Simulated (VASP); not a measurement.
**From VASP inputs to Ansatz: SrO (strained rocksalt)**

INCAR

```
LREAL = .FALSE.
PREC = Accurate
NSW = 0
LWAVE = .FALSE.
LELF = .TRUE.
ISIF = 2
METAGGA = R2SCAN
ENCUT = 520
EDIFF = 1E-7
SIGMA = 0.01
ISMEAR = 0
LCHARG = .TRUE.
ALGO = Normal
LASPH = .TRUE.
IBRION = -1
NELM = 120
NBANDS = 15
```

KPOINTS

```
KPOINTS created by Atomic Simulation Environment
0
Gamma
8 8 8
0 0 0
```

KPOINTS_OPT

```
special points
7
Reciprocal
0.0000000000 0.0000000000 0.0000000000 1
0.5000000000 0.0000000000 0.5000000000 1
0.6250000000 0.2500000000 0.6250000000 1
0.3750000000 0.3750000000 0.7500000000 1
0.5000000000 0.5000000000 0.5000000000 1
0.5000000000 0.2500000000 0.7500000000 1
0.0000000000 0.5000000000 0.5000000000 1
```

POSCAR

```
Sr O
 1.0000000000000000
     0.0000000000000000    2.4766966328000000    2.6402929364999999
     2.4766966328000000    0.0000000000000000    2.6402929364999999
     2.4766966328000000    2.4766966328000000    0.0000000000000000
 Sr  O
   1   1
Cartesian
  0.0000000000000000  0.0000000000000000  0.0000000000000000
  2.4766966328000000  2.4766966328000000  2.6402929365000003
```

VASP ran with the recommended PBE PAW datasets (16 valence electrons in the cell).

Question: Write an Ansatz input for this cell and level of theory.

Answer: 

```yaml
crystal:
  lattice:
    - [0.0, 2.4766966328, 2.6402929365]
    - [2.4766966328, 0.0, 2.6402929365]
    - [2.4766966328, 2.4766966328, 0.0]
  atoms:
    - { symbol: Sr, position: [0.0, 0.0, 0.0] }
    - { symbol: O, position: [0.5, 0.5, 0.5] }
kpoints:
  mp_grid: { grid: [8, 8, 8] }
  band_path:
    path:
      - [0.0, 0.0, 0.0]
      - [0.5, 0.0, 0.5]
      - [0.625, 0.25, 0.625]
      - [0.375, 0.375, 0.75]
      - [0.5, 0.5, 0.5]
      - [0.5, 0.25, 0.75]
      - [0.0, 0.5, 0.5]
    npoints: 1
hamiltonian:
  xc: r2scan
scf:
  occupations: { method: fixed }
  n_extra_bands: 4
output:
  forces: true
  stress: true
  eigenvalues: true
```

Other inputs would serve too.

```csv
,VASP,Ansatz
gap between bands v and c,3.56 eV,3.61 eV
least direct gap,3.57 eV,3.61 eV
pressure,8.0 GPa,7.2 GPa
```

The two codes use different PAW datasets and cutoffs. VASP's cell holds 16 valence electrons and Ansatz's 16. Ansatz's stress includes a Pulay correction; VASP's doesn't.
